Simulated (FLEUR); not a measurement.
# C (Fd-3m) in FLEUR: a series of runs

The runs below take C through band structure, equation of state, with PBEsol.

Program: FLEUR MaX-R8.1 (later development tree). These are calculated values, not measurements. Logs are shortened: lines on timing, memory, paths and dates and some standing lists are left out, and cuts for length are marked.

**Experimental background.**

From “Equation of state of cubic boron nitride at high pressures and temperatures”, 2007, arxiv:cond-mat/0702656, for a bulk crystal of C: bulk modulus 444.8 ± 0.8 GPa.

The results are compared with them further down.

## (1) The structure

The structure is cubic, space group Fd-3m (No. 227). The conventional cell has a = 3.567 Å, b = 3.567 Å, c = 3.567 Å, α = 90.00°, β = 90.00°, γ = 90.00°. Around C (site symmetry -43m) lie 4 C at 1.54 Å.

This isn't the form of C at room conditions, which is graphite.

## (2) Band structure, PBEsol

Contents of inp.xml:

```xml
<?xml version="1.0" encoding="UTF-8" standalone="no"?>
<fleurInput fleurInputVersion="0.39">
   <comment>
      C                                                                                                   
   </comment>
   <calculationSetup>
      <cutoffs Kmax="5.33" Gmax="16.5" GmaxXC="16.5" numbands="0"/>
      <scfLoop itmax="60" minDistance="0.00001" maxIterBroyd="15" imix="Anderson" alpha="0.05" precondParam="0.0" spinf="2.0" sdNocoIR="T"/>
      <coreElectrons ctail="T" frcor="F" kcrel="0" coretail_lmax="0"/>
      <xcFunctional name="PBEs" relativisticCorrections="F"/>
      <magnetism jspins="1"/>
      <soc l_soc="F" theta="0.0" phi="0.0" spav="F"/>
      <expertModes spex="0" secvar="F"/>
      <geometryOptimization l_f="F" forcealpha="1.0" forcemix="BFGS" epsdisp="0.00001" epsforce="0.00001"/>
      <ldaU l_linMix="F" mixParam="0.05" spinf="1.0"/>
   </calculationSetup>
   <cell>
      <bzIntegration valenceElectrons="8.0" mode="hist" fermiSmearingEnergy="0.00183747">
         <kPointListSelection listName="default-1"/>
         <!-- k-points included here -->
         <xi:include xmlns:xi="http://www.w3.org/2001/XInclude" href="kpts.xml"> </xi:include>
      </bzIntegration>
      <!-- symmetry operations included here -->
      <xi:include xmlns:xi="http://www.w3.org/2001/XInclude" href="sym.xml"> </xi:include>
      <bulkLattice scale="1.0">
         <bravaisMatrix>
            <row-1>    0.0000000000000000     3.3700808788279017     3.3700808788279017</row-1>
            <row-2>    3.3700808788279017     0.0000000000000000     3.3700808788279017</row-2>
            <row-3>    3.3700808788279017     3.3700808788279017     0.0000000000000000</row-3>
         </bravaisMatrix>
      </bulkLattice>
   </cell>
   <atomSpecies>
      <species name="Carbon (C)" element="C" atomicNumber="6">
         <mtSphere radius="1.35" gridPoints="447" logIncrement="0.023"/>
         <atomicCutoffs lmax="8" lnonsphr="6"/>
         <electronConfig flipSpins="F">
            <coreConfig>(1s1/2)</coreConfig>
            <valenceConfig>(2s1/2) (2p1/2) (2p3/2)</valenceConfig>
            <stateOccupation state="(2p1/2)" spinUp="0.333333" spinDown="0.333333"/>
            <stateOccupation state="(2p3/2)" spinUp="0.666667" spinDown="0.666667"/>
         </electronConfig>
         <energyParameters s="2" p="2" d="3" f="4"/>
         <lo type="SCLO" l="0" n="2" eDeriv="2"/>
         <lo type="SCLO" l="1" n="2" eDeriv="2"/>
         <lo type="SCLO" l="2" n="3" eDeriv="2"/>
      </species>
   </atomSpecies>
   <atomGroups>
      <atomGroup species="Carbon (C)">
         <relPos label="                   1">-3.000/8.000 -3.000/8.000 -3.000/8.000</relPos>
         <relPos label="                   2">3.000/8.000 3.000/8.000 3.000/8.000</relPos>
         <force calculate="T" relaxXYZ="TTT"/>
      </atomGroup>
   </atomGroups>
   <output dos="F" band="F" slice="F">
      <checks vchk="F" cdinf="F"/>
      <bandDOS minEnergy="-.5*Htr" maxEnergy="0.5*Htr" sigma="0.015" storeEVData="T"/>
      <vacuumDOS vacdos="F" integ="F" star="F" nstars="0" locx1="0.0" locy1="0.0" locx2="0.0" locy2="0.0" nstm="0" tworkf="0.0"/>
      <unfoldingBand unfoldBand="F" supercellX="1" supercellY="1" supercellZ="1"/>
      <plotting iplot="0" polar="F">
         <plot TwoD="T" vec1="  1.0  0.0  0.0" vec2="  0.0  1.0  0.0" vec3="  0.0  0.0  1.0" zero="  0.0  0.0  0.0" file="plot"/>
      </plotting>
      <chargeDensitySlicing numkpt="0" minEigenval="0.0" maxEigenval="0.0" nnne="0" pallst="F"/>
      <specialOutput eonly="F"/>
      <moessbauerParams electricFieldGradient="T" isomerShift="T" coreHyperfine="T" valenceHyperfine="T"/>
      <magneticCircularDichroism mcd="F" energyLo="-10.0" energyUp="0.0"/>
   </output>
  <!-- We include the file relax.xml here to enable relaxations (see documentation) -->
  <xi:include xmlns:xi="http://www.w3.org/2001/XInclude" href="relax.xml"> <xi:fallback/> </xi:include>
</fleurInput>
```

Contents of crystal.txt:

```
C
&input cartesian=F /
0.0000000000  1.7833700000  1.7833700000
1.7833700000  0.0000000000  1.7833700000
1.7833700000  1.7833700000  0.0000000000
1.8897261246
1.0 1.0 1.0

2
6 0.7500000000  0.7500000000  0.7500000000
6 0.5000000000  0.5000000000  0.5000000000

&kpt div1=13 div2=13 div3=13 gamma=T /
```

Contents of inp.xml (bands):

```
<?xml version="1.0" encoding="UTF-8" standalone="no"?>
<fleurInput fleurInputVersion="0.39">
   <comment>
      C                                                                                                   
   </comment>
   <calculationSetup>
      <cutoffs Kmax="5.33" Gmax="16.5" GmaxXC="16.5" numbands="0"/>
      <scfLoop itmax="60" minDistance="0.00001" maxIterBroyd="15" imix="Anderson" alpha="0.05" precondParam="0.0" spinf="2.0" sdNocoIR="T"/>
      <coreElectrons ctail="T" frcor="F" kcrel="0" coretail_lmax="0"/>
      <xcFunctional name="PBEs" relativisticCorrections="F"/>
      <magnetism jspins="1"/>
      <soc l_soc="F" theta="0.0" phi="0.0" spav="F"/>
      <expertModes spex="0" secvar="F"/>
      <geometryOptimization l_f="F" forcealpha="1.0" forcemix="BFGS" epsdisp="0.00001" epsforce="0.00001"/>
      <ldaU l_linMix="F" mixParam="0.05" spinf="1.0"/>
   </calculationSetup>
   <cell>
      <bzIntegration valenceElectrons="8.0" mode="hist" fermiSmearingEnergy="0.00183747">
         <kPointListSelection listName="path-1"/>
         <!-- k-points included here -->
         <xi:include xmlns:xi="http://www.w3.org/2001/XInclude" href="kpts.xml"> </xi:include>
      </bzIntegration>
      <!-- symmetry operations included here -->
      <xi:include xmlns:xi="http://www.w3.org/2001/XInclude" href="sym.xml"> </xi:include>
      <bulkLattice scale="1.0">
         <bravaisMatrix>
            <row-1>    0.0000000000000000     3.3700808788279017     3.3700808788279017</row-1>
            <row-2>    3.3700808788279017     0.0000000000000000     3.3700808788279017</row-2>
            <row-3>    3.3700808788279017     3.3700808788279017     0.0000000000000000</row-3>
         </bravaisMatrix>
      </bulkLattice>
   </cell>
   <atomSpecies>
      <species name="Carbon (C)" element="C" atomicNumber="6">
         <mtSphere radius="1.35" gridPoints="447" logIncrement="0.023"/>
         <atomicCutoffs lmax="8" lnonsphr="6"/>
         <electronConfig flipSpins="F">
            <coreConfig>(1s1/2)</coreConfig>
            <valenceConfig>(2s1/2) (2p1/2) (2p3/2)</valenceConfig>
            <stateOccupation state="(2p1/2)" spinUp="0.333333" spinDown="0.333333"/>
            <stateOccupation state="(2p3/2)" spinUp="0.666667" spinDown="0.666667"/>
         </electronConfig>
         <energyParameters s="2" p="2" d="3" f="4"/>
         <lo type="SCLO" l="0" n="2" eDeriv="2"/>
         <lo type="SCLO" l="1" n="2" eDeriv="2"/>
         <lo type="SCLO" l="2" n="3" eDeriv="2"/>
      </species>
   </atomSpecies>
   <atomGroups>
      <atomGroup species="Carbon (C)">
         <relPos label="                   1">-3.000/8.000 -3.000/8.000 -3.000/8.000</relPos>
         <relPos label="                   2">3.000/8.000 3.000/8.000 3.000/8.000</relPos>
         <force calculate="T" relaxXYZ="TTT"/>
      </atomGroup>
   </atomGroups>
   <output dos="F" band="T" slice="F">
      <checks vchk="F" cdinf="F"/>
      <bandDOS minEnergy="-.5*Htr" maxEnergy="0.5*Htr" sigma="0.015" storeEVData="T"/>
      <vacuumDOS vacdos="F" integ="F" star="F" nstars="0" locx1="0.0" locy1="0.0" locx2="0.0" locy2="0.0" nstm="0" tworkf="0.0"/>
      <unfoldingBand unfoldBand="F" supercellX="1" supercellY="1" supercellZ="1"/>
      <plotting iplot="0" polar="F">
         <plot TwoD="T" vec1="  1.0  0.0  0.0" vec2="  0.0  1.0  0.0" vec3="  0.0  0.0  1.0" zero="  0.0  0.0  0.0" file="plot"/>
      </plotting>
      <chargeDensitySlicing numkpt="0" minEigenval="0.0" maxEigenval="0.0" nnne="0" pallst="F"/>
      <specialOutput eonly="F"/>
      <moessbauerParams electricFieldGradient="T" isomerShift="T" coreHyperfine="T" valenceHyperfine="T"/>
      <magneticCircularDichroism mcd="F" energyLo="-10.0" energyUp="0.0"/>
   </output>
  <!-- We include the file relax.xml here to enable relaxations (see documentation) -->
  <xi:include xmlns:xi="http://www.w3.org/2001/XInclude" href="relax.xml"> <xi:fallback/> </xi:include>
</fleurInput>
```

Potentials or basis: all-electron, FLAPW.

Run with:

```console
> inpgen -f crystal.txt -profile fastHighL
> # inp.xml edited to the form shown
> fleur_MPI
> fleur_MPI   # second run, on inp.xml (bands)
```

The program printed:

```text
Welcome to FLEUR        (www.flapw.de)
      MaX-Release 8.1          (www.max-centre.eu)

 ========== k-point set info ==========
 Selected k-point list: default-1
 k-point list type: mesh
 13 x 13 x 13
 Number of k points: 84

 ------------Calculation Setup---------------------------
 Number of MPI-tasks      :            1
 Number of PE/node        :            1
 Number of OMP-threads    :            1
 Most efficient MPI parallelization for:
           1           2           3           4           6           7          12          14          21          28          42          84
 Additional eigenvalue parallelization possible
 Number of basis functions:          234
 Approximate size of matrices (H+S) per k-point:         0.001 GB
 --------------------------------------------------------
 Iteration:     1   Distance:      25.87692286 me/bohr^3
 Iteration:     2   Distance:      24.37501603 me/bohr^3
 Iteration:     3   Distance:       3.80552232 me/bohr^3
 Iteration:     4   Distance:       1.25207442 me/bohr^3
 Iteration:     5   Distance:       0.27332180 me/bohr^3
 Iteration:     6   Distance:       0.03714461 me/bohr^3
 Iteration:     7   Distance:       0.01637358 me/bohr^3
 Iteration:     8   Distance:       0.00029294 me/bohr^3
 Iteration:     9   Distance:       0.00035943 me/bohr^3
 Iteration:    10   Distance:       0.00001592 me/bohr^3
 Iteration:    11   Distance:       0.00001957 me/bohr^3
 Iteration:    12   Distance:       0.00000035 me/bohr^3

 ********************************************************************
 Run finished successfully
 Stop message:
   all done
 ********************************************************************
```

output (bands):

```text
Welcome to FLEUR        (www.flapw.de)
      MaX-Release 8.1          (www.max-centre.eu)

 ========== k-point set info ==========
 Selected k-point list: path-1
 k-point list type: path
 Number of k points: 60

 ------------Calculation Setup---------------------------
 Number of MPI-tasks      :            1
 Number of PE/node        :            1
 Number of OMP-threads    :            1
 Most efficient MPI parallelization for:
           1           2           3           4           5           6          10          12          15          20          30          60
 Additional eigenvalue parallelization possible
 Number of basis functions:          236
 Approximate size of matrices (H+S) per k-point:         0.001 GB
 --------------------------------------------------------
 Fermi energy correction for insulators:
 No automatic correction of the Fermi energy has been performed.

 Note: Band structure data (together with different weights) is also stored in the banddos.hdf file.
       A convenient way of extracting and plotting the data from that file is by making use of the

 ********************************************************************
 Run finished successfully
 Stop message:
   Charge density postprocessing done.
 ********************************************************************
```

out.xml (last iteration):

```text
<iteration numberForCurrentRun="   12" overallNumber="   12">
         <energyParameters units="Htr">
            <atomicEP atomType="1" spin="1" branch="2s" branchLowest="-9.26" branchHighest="2.77" value="-0.2666012466"/>
            <atomicEP atomType="1" spin="1" branch="2p" branchLowest="-9.99" branchHighest="2.33" value="-0.0698953186"/>
            <atomicEP atomType="1" spin="1" branch="3d" branchLowest="-9.99" branchHighest="6.94" value="0.1336975987"/>
            <atomicEP atomType="1" spin="1" branch="4f" branchLowest="-9.99" branchHighest="11.62" value="0.2935126679"/>
            <loAtomicEP atomType="1" spin="1" branch="2s" branchLowest="-9.26" branchHighest="2.77" value="-0.2666012466"/>
            <loAtomicEP atomType="1" spin="1" branch="2p" branchLowest="-9.99" branchHighest="2.33" value="-0.0699084889"/>
            <loAtomicEP atomType="1" spin="1" branch="3d" branchLowest="-9.99" branchHighest="6.94" value="0.1336995204"/>
         </energyParameters>
         <eigenvalues>
            <eigenvaluesAt spin="1" ikpt="1" k_x="0.00000000" k_y="0.00000000" k_z="0.00000000">
                      -0.3378320031        0.4528764429        0.4528764429        0.4528764429        0.6566594980
                       0.6566594980        0.6566594980
            </eigenvaluesAt>
            <eigenvaluesAt spin="1" ikpt="2" k_x="0.00000000" k_y="0.00000000" k_z="0.07692308">
                      -0.3317970973        0.4134893870        0.4425581138        0.4425581138        0.6701679068
                       0.6701679068        0.6798896586
            </eigenvaluesAt>
            <eigenvaluesAt spin="1" ikpt="3" k_x="0.00000000" k_y="0.00000000" k_z="0.15384615">
                      -0.3137522300        0.3297721122        0.4193244869        0.4193244869        0.7006527848
                       0.7006527848        0.7176135960
            </eigenvaluesAt>
            <eigenvaluesAt spin="1" ikpt="4" k_x="0.00000000" k_y="0.00000000" k_z="0.23076923">
                      -0.2839018579        0.2338366612        0.3942255411        0.3942255411        0.7312654333
                       0.7312654333        0.7457879194
            </eigenvaluesAt>
         </eigenvalues>
         <bandgap value="4.0148253577" units="eV"/>
         <sumValenceSingleParticleEnergies value="0.9771780216" units="Htr"/>
         <FermiEnergy value="0.4528764429" units="Htr"/>
         <valenceDensity>
            <mtCharges spin="1">
               <mtCharge atomType="1" total="2.0882183" s="0.6466240" p="1.4057976" d="0.0320676" f="0.0030797"/>
            </mtCharges>
            <spinDependentCharge spin="1" total="8.0000000" interstitial="3.8235635" mtSpheres="4.1764365"/>
            <totalCharge value="8.0000000000"/>
         </valenceDensity>
         <coreStates atomType="     1" atomicNumber="  6" spin="1" kinEnergy="     31.7369906632" eigValSum="    -18.5292140087" lostElectrons=" 0.000189">
            <state n="1" l="0" j="0.5" energy="-9.2646070043" weight="1.0000000000"/>
         </coreStates>
         <allElectronCharges>
            <spinDependentCharge spin="1" total="12.0000000" interstitial="3.8239374" mtSpheres="8.1760626"/>
            <totalCharge value="11.9999999968"/>
         </allElectronCharges>
         <moessbauerParams unitsHFF="kG" unitsIS="e/bohr^3" unitsEFG="Htr/bohr^2">
            <coreIsomerShift atomType="1" isTotal="123.09468">
               <shell n="1" l="0" isomerShift="123.09468"/>
            </coreIsomerShift>
            <isomerShift atomType="1" nucleusRadius="0.0000541" averageDensity="127.48000"/>
            <electricFieldGradient atomType="1" VXX="0.00000" VYY="0.00000" VZZ="0.00000" asymParam="0.00000">
            </electricFieldGradient>
         </moessbauerParams>
         <totalEnergy                                    value="      -75.8940216621" units="Htr">
            <sumOfEigenvalues                            value="      -36.0812499957">
               <coreElectrons value="-37.0584280173"/>
               <valenceElectrons value="0.9771780216"/>
            </sumOfEigenvalues>
            <densityCoulombPotentialIntegral value="-97.9469231124"/>
            <densityEffectivePotentialIntegral value="-111.6237240876"/>
            <chargeDenXCDenIntegral value="-10.5305627986"/>
            <FockExchangeEnergyValence value="0.0000000000"/>
            <FockExchangeEnergyCore value="0.0000000000"/>
            <atomTypeDependentContributions atomType="1">
               <electronNucleiInteractionDifferentMTs value="83.1524261778"/>
               <MadelungTerm value="-8.7800452214"/>
            </atomTypeDependentContributions>
            <tkbTimesEntropy value="0.0000000000"/>
            <freeEnergy value="-75.8940216621"/>
            <extrapolationTo0K value="-75.8940216621"/>
         </totalEnergy>
         <densityConvergence units="me/bohr^3">
            <chargeDensity spin="1" distance="0.0000003496"/>
         </densityConvergence>
      </iteration>
```

Wall time 14 s (1 thread of Arm Neoverse V1, shared host); peak memory 0.05 GiB.

What came out:

| Item | Value |
| --- | --- |
| Free energy | -2065.1815 eV |
| Band gap on the k mesh | 4.01 eV, indirect (least direct gap 5.55 eV) |
| Band gap along the path | 4.01 eV, indirect (least direct gap 5.55 eV) |
| Valence electrons inside the program's atomic spheres | C 2.09 (radii C 1.35 bohr) |

Levels at the corners of the path, in eV from the valence-band top:
```csv
point,band 1,band 2,band 3,band 4,band 5,band 6,band 7
Γ,-21.52,0.00,0.00,0.00,5.55,5.55,5.55
X,-12.77,-12.77,-6.33,-6.33,4.60,4.60,16.78
W,-11.96,-11.96,-8.41,-8.41,10.46,10.46,12.30
K,-12.96,-11.74,-9.41,-5.39,5.53,10.63,14.34
Γ,-21.52,0.00,0.00,0.00,5.55,5.55,5.55
L,-15.69,-13.46,-2.81,-2.81,8.39,8.39,8.84
U,-12.96,-11.74,-9.41,-5.39,5.53,10.63,14.34
W,-11.96,-11.96,-8.41,-8.41,10.46,10.46,12.30
L,-15.69,-13.46,-2.81,-2.81,8.39,8.39,8.84
K,-12.96,-11.74,-9.41,-5.39,5.53,10.63,14.34
U,-12.96,-11.74,-9.41,-5.39,5.53,10.63,14.34
X,-12.77,-12.77,-6.33,-6.33,4.60,4.60,16.78
```

Core levels (eV from the Fermi level):
| atom | levels |
| --- | --- |
| 1 C | 1s1/2 -264.4 |
| 2 C | 1s1/2 -264.4 |

## (3) Equation of state, PBEsol, 5.33 Å³/atom (volume scaled by 0.94)

Changes to inp.xml since step 2:

```diff
@@ -6,3 +6,3 @@
    <calculationSetup>
-      <cutoffs Kmax="5.33" Gmax="16.5" GmaxXC="16.5" numbands="0"/>
+      <cutoffs Kmax="5.5" Gmax="17.0" GmaxXC="17.0" numbands="0"/>
       <scfLoop itmax="60" minDistance="0.00001" maxIterBroyd="15" imix="Anderson" alpha="0.05" precondParam="0.0" spinf="2.0" sdNocoIR="T"/>
@@ -24,3 +24,3 @@
       <xi:include xmlns:xi="http://www.w3.org/2001/XInclude" href="sym.xml"> </xi:include>
-      <bulkLattice scale="1.0">
+      <bulkLattice scale="0.9795861087">
          <bravaisMatrix>
@@ -34,3 +34,3 @@
       <species name="Carbon (C)" element="C" atomicNumber="6">
-         <mtSphere radius="1.35" gridPoints="447" logIncrement="0.023"/>
+         <mtSphere radius="1.31" gridPoints="447" logIncrement="0.023"/>
          <atomicCutoffs lmax="8" lnonsphr="6"/>
```

Potentials or basis: all-electron, FLAPW.

Run with:

```console
> inpgen -f crystal.txt -profile fastHighL
> # inp.xml edited to the form shown
> fleur_MPI
```

It took 13 s on 1 thread of Arm Neoverse V1, shared host; peak memory 0.08 GiB.

The run converged. Its results:

```
Free energy                                           : -2065.1414 eV
Band gap on the k mesh                                : 4.15 eV, indirect (least direct gap 5.72 eV)
Valence electrons inside the program's atomic spheres : C 2.01 (radii C 1.31 bohr)
```

Caveat: an odd mesh through Γ misses points on the zone boundary, where band edges often lie.

## (4) Equation of state, PBEsol, 5.44 Å³/atom (volume scaled by 0.96)

Changes to inp.xml since step 3:

```diff
@@ -24,3 +24,3 @@
       <xi:include xmlns:xi="http://www.w3.org/2001/XInclude" href="sym.xml"> </xi:include>
-      <bulkLattice scale="0.9795861087">
+      <bulkLattice scale="0.9864848297">
          <bravaisMatrix>
```

Run with:

```console
> inpgen -f crystal.txt -profile fastHighL
> # inp.xml edited to the form shown
> fleur_MPI
```

Wall time 13 s (1 thread of Arm Neoverse V1, shared host); peak memory 0.08 GiB.

Results (log left out):

```yaml
Free_energy: -2065.1694 eV
Band_gap_on_the_k_mesh: 4.11 eV, indirect (least direct gap 5.66 eV)
Valence_electrons_inside_the_program's_atomic_spheres: C 1.99 (radii C 1.31 bohr)
```

Caveat: an odd mesh through Γ misses points on the zone boundary, where band edges often lie.

(Continued in part 2 of 2.)
